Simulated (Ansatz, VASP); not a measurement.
Ge: VASP beside Ansatz

```
Ge
1.0
     3.97076    0.00000    0.00000
    -1.98538    3.43878    0.00000
     0.00000    0.00000    6.55509
Ge
4
Cartesian
  0.0000 2.2925 6.1428
  1.9854 1.1463 2.8652
  0.0000 2.2925 3.6899
  1.9854 1.1463 0.4123
```

Change from the starting cell: volume scaled by 0.98.

Alike in both runs: task single point; functional PBE; k mesh 8 × 8 × 4; occupations fermi-dirac, width 0.05 eV; no spin polarisation.

|  | VASP | Ansatz |
| --- | --- | --- |
| version | VASP 6.6.1 | Ansatz 0.2.0 |
| potentials or method | VASP PAW PBE potentials, release 64 (Ge_d) | Ansatz PAW |
| plane-wave cutoff (eV) | 520 | 420 |
| valence electrons in the cell | 56 | 56 |

```tsv
	VASP	Ansatz	Ansatz less VASP
gap on the k mesh at the Fermi level (eV)	none	none	-
pressure (GPa)	4.4	4.4	+0.05
largest component of the traceless stress (GPa)	0.21	0.21	+0.005
rms of the force components (eV/Å)	0.009	0.010	+0.0006
```

Atom by atom the forces differ by 0.001 eV/Å (rms over components). A gap of «none» marks a metal or a gap that the smearing closes.
